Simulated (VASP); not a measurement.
# SnS2 in VASP: relaxation of cell and atoms with r2SCAN+rVV10

Aim: the relaxation of cell and atoms of SnS2 with r2SCAN+rVV10.

Program: VASP 6.6.1. These are calculated values, not measurements. Logs are shortened: lines on timing, memory, paths and dates and some standing lists are left out, and cuts for length are marked.

## (1) The slab as given

The cell holds a slab with vacuum, 3 atoms: a = 3.639 Å, b = 3.639 Å, c = 20.934 Å, α = 90.00°, β = 90.00°, γ = 120.00°.

## (2) Relaxation of cell and atoms, r2SCAN+rVV10

File INCAR:

```
SYSTEM = SnS2
ALGO = Normal ; BPARAM = 11.95
CPARAM = 0.0093 ; EDIFF = 1E-6
EDIFFG = -0.01 ; ENCUT = 600
IBRION = 2 ; ISIF = 3
ISMEAR = 0 ; IVDW_NL = 2
KPAR = 2 ; LASPH = .TRUE.
LATTICE_CONSTRAINTS = .TRUE. .TRUE. .FALSE. ; LCHARG = .FALSE.
LMIXTAU = .TRUE. ; LREAL = .FALSE.
LUSE_VDW = .TRUE. ; LWAVE = .FALSE.
METAGGA = R2SCAN ; NELM = 120
NSW = 90 ; PREC = Accurate
SIGMA = 0.03
```

File KPOINTS:

```
k-points
0
G
  12 12 1
  0 0 0
```

File POSCAR:

```
SnS2
1.0
    3.6390000000      0.0000000000      0.0000000000
   -1.8195000000      3.1514664400      0.0000000000
    0.0000000000      0.0000000000     20.9340000000
S Sn
2 1
Direct
    0.6666666700      0.3333333300      0.4299226100
    0.3333333300      0.6666666700      0.5700773900
    0.0000000000      0.0000000000      0.5000000000
```

Potentials or basis: VASP PAW PBE potentials, release 64 (S, Sn_d).

The run is started by

```
cat potpaw_PBE.64/S/POTCAR potpaw_PBE.64/Sn_d/POTCAR > POTCAR
mpirun -np 2 vasp_std > vasp.out
```

OUTCAR:

```text
SYSTEM = SnS2
   BPARAM = 11.95
   EDIFF = 1E-6
   EDIFFG = -0.01
   ENCUT = 600
   IBRION = 2
   ISIF = 3
   ISMEAR = 0
   IVDW_NL = 2
   LASPH = .TRUE.
   LREAL = .FALSE.
   METAGGA = R2SCAN
   NELM = 120
   NSW = 90
   PREC = Accurate

 ion  position               nearest neighbor table
   1  0.667  0.333  0.430-   3 2.56   3 2.56   3 2.56
   2  0.333  0.667  0.570-   3 2.56   3 2.56   3 2.56
   3  0.000  0.000  0.500-   1 2.56   2 2.56   2 2.56   1 2.56   1 2.56   2 2.56

  LATTYP: Found a hexagonal cell.
 ALAT       =     3.6390000000
 C/A-ratio  =     5.7526793075

  Lattice vectors:

 A1 = (   3.6390000000,   0.0000000000,   0.0000000000)
 A2 = (  -1.8195000000,   3.1514664400,   0.0000000000)
 A3 = (   0.0000000000,   0.0000000000,  20.9340000000)

Analysis of symmetry for initial positions (statically):
=====================================================================
 Subroutine PRICEL returns:
 Original cell was already a primitive cell.

 Routine SETGRP: Setting up the symmetry group for a
 hexagonal supercell.

 Subroutine GETGRP returns: Found 12 space group operations
 (whereof 12 operations were pure point group operations)
 out of a pool of 24 trial point group operations.

The static configuration has the point symmetry D_3d.

Analysis of symmetry for dynamics (positions and initial velocities):
=====================================================================
 Subroutine PRICEL returns:
 Original cell was already a primitive cell.

 Routine SETGRP: Setting up the symmetry group for a
 hexagonal supercell.

 Subroutine GETGRP returns: Found 12 space group operations
 (whereof 12 operations were pure point group operations)
 out of a pool of 24 trial point group operations.

The dynamic configuration has the point symmetry D_3d.

 Subroutine INISYM returns: Found 12 space group operations
 (whereof 12 operations are pure point group operations),
 and found     1 'primitive' translations

----------------------------------------------------------------------------------------

                                     Primitive cell

  volume of cell :     240.0750

  direct lattice vectors                    reciprocal lattice vectors
     3.639000000  0.000000000  0.000000000     0.274800769  0.158656298  0.000000000
    -1.819500000  3.151466440  0.000000000     0.000000000  0.317312597  0.000000000
     0.000000000  0.000000000 20.934000000     0.000000000  0.000000000  0.047769179

  length of vectors
     3.639000000  3.638999996 20.934000000     0.317312597  0.317312597  0.047769179

  position of ions in fractional coordinates (direct lattice)
     0.666666670  0.333333330  0.429922610
     0.333333330  0.666666670  0.570077390
     0.000000000  0.000000000  0.500000000

  ion indices of the primitive-cell ions
   primitive index   ion index
                 1           1
                 2           2
                 3           3

----------------------------------------------------------------------------------------

 KPOINTS: k-points

Automatic generation of k-mesh.
 Grid dimensions read from file:
 generate k-points for:   12   12    1

 Generating k-lattice:

  Cartesian coordinates                     Fractional coordinates (reciprocal lattice)
     0.022900064  0.013221358  0.000000000     0.083333333  0.000000000  0.000000000
     0.000000000  0.026442716  0.000000000     0.000000000  0.083333333  0.000000000
     0.000000000  0.000000000  0.047769179     0.000000000  0.000000000  1.000000000

  Length of vectors
     0.026442716  0.026442716  0.047769179

  Shift w.r.t. Gamma in fractional coordinates (k-lattice)
     0.000000000  0.000000000  0.000000000

 Subroutine IBZKPT returns following result:
 ===========================================

 Found     19 irreducible k-points:

 Following reciprocal coordinates:
            Coordinates               Weight
  0.000000  0.000000  0.000000      1.000000
  0.083333  0.000000  0.000000      6.000000
  0.166667  0.000000  0.000000      6.000000
  0.250000  0.000000  0.000000      6.000000
  0.333333  0.000000  0.000000      6.000000
  0.416667  0.000000  0.000000      6.000000
[... 11 lines left out ...]
  0.333333  0.250000  0.000000     12.000000
  0.333333  0.333333  0.000000      2.000000
   k-points           NKPTS =     19   k-points in BZ     NKDIM =     19   number of bands    NBANDS=     17
   number of dos      NEDOS =    301   number of ions     NIONS =      3
   total plane-waves  NPLWV = 151200
   dimension x,y,z NGX =    30 NGY =   30 NGZ =  168
   dimension x,y,z NGXF=    60 NGYF=   60 NGZF=  336
   ions per type =               2   1
   NGX,Y,Z   is equivalent  to a cutoff of  13.71, 13.71, 13.34 a.u.
   NGXF,Y,Z  is equivalent  to a cutoff of  27.41, 27.41, 26.68 a.u.
 SYSTEM =  SnS2
   PREC   = accura    normal or accurate (medium, high low for compatibility)
   ISTART =      0    job   : 0-new  1-cont  2-samecut
   ICHARG =      2    charge: 1-file 2-atom 10-const
   ISPIN  =      1    spin polarized calculation?
   LNONCOLLINEAR =      F non collinear calculations
   LSORBIT =      F    spin-orbit coupling
   LASPH  =      T    aspherical Exc in radial PAW
   ENCUT  =  600.0 eV  44.10 Ry    6.64 a.u.   7.27  7.27 41.81*2*pi/ulx,y,z
   NELM   =    120;   NELMIN=  2; NELMDL= -5     # of ELM steps
   EDIFF  = 0.1E-05   stopping-criterion for ELM
   LREAL  =      F    real-space projection
   EDIFFG = -.1E-01   stopping-criterion for IOM
   NSW    =     90    number of steps for IOM
   IBRION =      2    ionic relax: 0-MD 1-quasi-New 2-CG
   NFREE  =      1    steps in history (QN), initial steepest desc. (CG)
   ISIF   =      3    stress and relaxation
   ISYM   =      2    0-nonsym 1-usesym 2-fastsym
   POTIM  = 0.5000    time-step for ionic-motion
   TEBEG  =    0.0;   TEEND  =   0.0 temperature during run
   PSTRESS=    0.0 pullay stress
   NELECT =      26.0000    total number of electrons
   NUPDOWN=      -1.0000    fix difference up-down
   EMIN   =  10.00;   EMAX   =-10.00  energy-range for DOS
   EFERMI =   0.00;   METHOD = LEGACY
   ISMEAR =     0;   SIGMA  =   0.03  broadening in eV -4-tet -1-fermi 0-gaus
   EFERMI_NEDOS =   21; number of points for ismear=-14 and -15
   IALGO  =     38    algorithm
   IMIX   =      4    mixing-type and parameters
     AMIX     =   0.40;   BMIX     =  1.00
     AMIX_MAG =   1.60;   BMIX_MAG =  1.00
  volume/ion in A,a.u.               =      80.03       540.04
  Fermi-wavevector in a.u.,A,eV,Ry     =   0.780340  1.474628  8.284993  0.608930
  Thomas-Fermi vector in A             =   1.883630
   LORBIT       =      0    0 simple, 1 ext, 2 COOP (PROOUT), +10 PAW based schemes
   METAGGA = R2SCAN    functional components
   LHFCALC =     F    Hartree Fock is set to
   AEXX    =    0.0000 exact exchange contribution
   IVDW_NL    =     2    kernel type
   BPARAM     =11.9500
   IVDW    =     0    specifies the selected vdW correction
   LEPSILON=     F    determine dielectric tensor
   LRPA    =     F    only Hartree local field effects (RPA)
 conjugate gradient relaxation of ions
 non-spin polarized calculation
 Gauss-broadening in eV      SIGMA  =   0.03
  energy-cutoff  :      600.00
  volume of cell :      240.08
 maximum number of plane-waves:      8057
 NGX is ok and might be reduce to    30
   NGX = 15   NGY = 15   NGZ = 83

--------------------------------------- Ionic step        1  -------------------------------------------

 number of electron      25.9999997 magnetization

 Free energy of the ion-electron system (eV)
  ---------------------------------------------------
  ext. energy  EPLUGINS =         0.00000000
  ---------------------------------------------------
  free energy    TOTEN  =       -41.41021577 eV

  energy without entropy =      -41.41021577  energy(sigma->0) =      -41.41021577

------------------------ aborting loop because EDIFF is reached ----------------------------------------

  FORCE on cell =-STRESS in cart. coord.  units (eV):
  Direction    XX          YY          ZZ          XY          YZ          ZX
  --------------------------------------------------------------------------------------
  -------------------------------------------------------------------------------------
  Total        0.4369540      0.4369540      0.1718601     -0.0000000      0.0000000     -0.0000000
  in kB        2.9160794      2.9160794      1.1469349     -0.0000000      0.0000000     -0.0000000
  external PRESSURE =       2.3263646 kB  Pullay stress =       0.0000000 kB

 VOLUME and BASIS-vectors are now :
 -----------------------------------------------------------------------------
  energy-cutoff  :      600.00
  volume of cell :      240.08
      direct lattice vectors                 reciprocal lattice vectors
     3.639000000  0.000000000  0.000000000     0.274800769  0.158656298  0.000000000
    -1.819500000  3.151466440  0.000000000     0.000000000  0.317312597  0.000000000
     0.000000000  0.000000000 20.934000000     0.000000000  0.000000000  0.047769179
[... 149 lines left out ...]
 POSITION                                       TOTAL-FORCE (eV/Angst)
 -----------------------------------------------------------------------------------
      1.82750      1.05511      8.99894        -0.000000      0.000000      0.012186
     -0.00000      2.11022     11.93506         0.000000     -0.000000     -0.012186
      0.00000      0.00000     10.46700        -0.000000      0.000000      0.000000
 -----------------------------------------------------------------------------------
    total drift:                                0.000000      0.000000      0.000000

  FREE ENERGIE OF THE ION-ELECTRON SYSTEM (eV)
  ---------------------------------------------------
  free  energy   TOTEN  =       -41.4124652164 eV

  energy  without entropy=      -41.4124652164  energy(sigma->0) =      -41.41246522

--------------------------------------- Ionic step        6  -------------------------------------------

 number of electron      25.9999996 magnetization

 Free energy of the ion-electron system (eV)
  ---------------------------------------------------
  ext. energy  EPLUGINS =         0.00000000
  ---------------------------------------------------
  free energy    TOTEN  =       -41.41246868 eV

  energy without entropy =      -41.41246868  energy(sigma->0) =      -41.41246868

 E-fermi :  -3.7478     XC(G=0):  -3.1762

 val. band max:       -3.9217727803   @ k =   0.1667   0.0000   0.0000
 cond. band min:      -1.9664217285   @ k =   0.5000   0.0000   0.0000
 fundamental gap:      1.9553510518
 Fermi energy:        -3.7477532890

 k-point     1 :       0.0000    0.0000    0.0000
  band No.  band energies     occupation
      1     -25.3067      2.00000
      2     -25.3067      2.00000
      3     -25.2379      2.00000
      4     -25.2165      2.00000
      5     -25.2165      2.00000
      6     -17.9632      2.00000
[... 9 lines left out ...]
     16       2.0305      0.00000
     17       2.0305      0.00000
[... 380 lines left out ...]
 POSITION                                       TOTAL-FORCE (eV/Angst)
 -----------------------------------------------------------------------------------
      1.82800      1.05539      9.00031        -0.000000      0.000000      0.000659
     -0.00000      2.11079     11.93369         0.000000     -0.000000     -0.000659
      0.00000      0.00000     10.46700         0.000000      0.000000      0.000000
 -----------------------------------------------------------------------------------
    total drift:                               -0.000000      0.000000      0.000000

  FREE ENERGIE OF THE ION-ELECTRON SYSTEM (eV)
  ---------------------------------------------------
  free  energy   TOTEN  =       -41.4124686786 eV

  energy  without entropy=      -41.4124686786  energy(sigma->0) =      -41.41246868

 reached required accuracy - stopping structural energy minimisation
```

Run time: 1.8 h. Hardware: 2 MPI ranks of Intel Xeon Platinum 8259CL at 2.50GHz (Skylake/Cascade Lake), shared host; peak memory 1 GiB.

Results:

* Free energy: -41.4125 eV
* Relaxed volume: 80.77 Å³/atom
* Relaxed cell: a = 3.656 Å, b = 3.656 Å, c = 20.934 Å, α = 90.00°, β = 90.00°, γ = 120.00°
* Space group after relaxing (to 0.05 Å): P-3m1 (No. 164)
* Energy gained by relaxing: 0.8 meV/atom
* Ionic steps: 6
* Band gap on the k mesh: 1.96 eV, indirect (least direct gap 2.21 eV)

The path:
```
step  energy change (eV)  largest force (eV/Å)  pressure (GPa)  volume (Å³)
   1              0.0000                0.0658            0.23       240.08
   2             -0.0014                0.0742           -0.17       243.46
   3             -0.0022                0.0243           -0.03       242.23
   4             -0.0022                0.0195           -0.01       242.11
   5             -0.0022                0.0122           -0.01       242.19
   6             -0.0023                0.0007            0.00       242.32
```

Final structure:
```
S Sn
1.0
     3.65599    0.00000    0.00000
    -1.82800    3.16618    0.00000
     0.00000    0.00000   20.93400
S Sn
2 1
Cartesian
  1.8280 1.0554 9.0003
  0.0000 2.1108 11.9337
  0.0000 0.0000 10.4670
```

Caveat: the PAW data sets were made with another functional, which shifts forces and pressure a little; spin-orbit coupling is left out, which moves the levels of the heavy elements.
